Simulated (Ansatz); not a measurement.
System: La (fcc type), 1 atom in the cell.

Theory: Ansatz, PBE with spin–orbit coupling, all-electron LAPW, point nucleus.

k-mesh 4×4×4 Γ-centred; Fermi–Dirac smearing of 0.15 eV.

```yaml
crystal:
  lattice:
    - [0.00000, 2.64480, 2.64480]
    - [2.64480, 0.00000, 2.64480]
    - [2.64480, 2.64480, 0.00000]
  atoms:
    - { symbol: La, position: [0.00000, 0.00000, 0.00000] }
```
Lattice in Å, positions in fractions of it.

Q: What pressure does the calculation give?

A: The pressure is 0.83 GPa, so at these settings the cell is compressed and would expand.

The k-mesh is coarse, so these values belong to this mesh and can lie far from the converged ones. This cubic structure is a model: it isn't the usual form of the substance at ambient conditions, and such phases are metastable or hypothetical.
